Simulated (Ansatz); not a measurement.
## Convergence notes, G0W0 on MgO (zincblende)

MgO built on the zincblende prototype, relaxed with r2SCAN; one-shot G0W0 in Ansatz without spin-orbit coupling. Simulation only: spin-unpolarised, and no claim that this is the phase found in nature.

```cif
data_structure
_symmetry_space_group_name_H-M 'F-43m'
_symmetry_Int_Tables_number 216
_cell_length_a 4.5640
_cell_length_b 4.5640
_cell_length_c 4.5640
_cell_angle_alpha 90.000
_cell_angle_beta 90.000
_cell_angle_gamma 90.000
_cell_volume 95.07
loop_
_atom_site_label
_atom_site_type_symbol
_atom_site_symmetry_multiplicity
_atom_site_Wyckoff_symbol
_atom_site_fract_x
_atom_site_fract_y
_atom_site_fract_z
_atom_site_occupancy
Mg1 Mg 4 a 0.00000 0.00000 0.00000 1
O1 O 4 d 0.25000 0.25000 0.75000 1
```

Gaps are read over the mesh points alone. G0W0 values are finite-basis, finite-mesh values.

| start | potentials | frequency model | mesh | empty bands | screening cutoff (eV) | Kohn-Sham gap (eV) | G0W0 gap (eV) | rough cost |
| --- | --- | --- | --- | --- | --- | --- | --- | --- |
| PBE | PAW | contour deformation | 6×6×6 | 38 | 80 | 3.66 | 5.50 | 15 core-seconds |
| PBE | PAW | contour deformation | 6×6×6 | 89 | 140 | 3.66 | 5.72 | 50 core-seconds |
| PBE | PAW | contour deformation | 6×6×6 | 164 | 210 | 3.66 | 5.86 | 3 core-minutes |
| PBE | PAW | contour deformation | 8×8×8 | 38 | 80 | 3.66 | 5.49 | 70 core-seconds |
| PBE | PAW | Godby-Needs pole | 6×6×6 | 89 | 140 | 3.66 | 5.73 | 50 core-seconds |
| PBE | norm-conserving | contour deformation | 6×6×6 | 89 | 140 | 3.66 | 5.73 | 110 core-seconds |
| LDA | PAW | contour deformation | 6×6×6 | 89 | 140 | 3.55 | 5.77 | 50 core-seconds |
| r2SCAN | PAW | contour deformation | 6×6×6 | 89 | 140 | 4.34 | 6.16 | 60 core-seconds |

Over the mesh points the PBE gap of 3.66 eV becomes a quasiparticle gap of 5.86 eV (direct at Γ), a change of +2.20 eV. Renormalisation factors Z lie between 0.75 and 0.84.

Raising bands and cutoff together moves the gap by +0.22 eV (80 to 140 eV), then +0.14 eV (140 to 210 eV); the last step is still large, so the basis limit isn't reached. An 8×8×8 mesh in place of 6×6×6 changes the opening over PBE by -0.01 eV (the gap on the mesh by -0.01 eV). The Godby-Needs plasmon pole differs from contour deformation by +0.01 eV. Norm-conserving potentials (wave cutoff 1240 eV against 420 eV) shift the quasiparticle gap by +0.01 eV and the PBE gap by 0.00 eV. Starting from LDA (3.55 eV against PBE's 3.66 eV) gives 5.77 eV, +0.05 eV from G0W0@PBE at the same screening cutoff. Starting from r2SCAN (4.34 eV against PBE's 3.66 eV) gives 6.16 eV, +0.44 eV from G0W0@PBE at the same screening cutoff. r2SCAN runs take a wave cutoff of 500 eV.
